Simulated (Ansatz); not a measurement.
## Magnetic states of cobalt, diamond

The calculation used DFT, revPBE, plane waves (420 eV) with PAW, scalar-relativistic (Ansatz). The PAW files were generated under PBE, with cores re-solved for the functional.

Each start was relaxed and then solved on a dense mesh, with Fermi-Dirac smearing of 0.05 eV (0.1 eV in a metal without spin) extrapolated to zero. Rows within 2 meV/atom of each other tie.

Q: Where does each start end, and how do the energies compare? Starts: ferromagnetic; non-magnetic; antiferromagnetic.

A: 
```json
{"start": "antiferromagnetic", "ends": "ferromagnetic, net 1.75 μB per atom", "ΔE (meV/atom)": "0.0", "V (Å³/atom)": "16.79"}
{"start": "ferromagnetic", "ends": "ferromagnetic, net 1.75 μB per atom", "ΔE (meV/atom)": "0.0", "V (Å³/atom)": "16.79"}
{"start": "non-magnetic", "ends": "spin not included", "ΔE (meV/atom)": "100.3", "V (Å³/atom)": "15.25"}
```
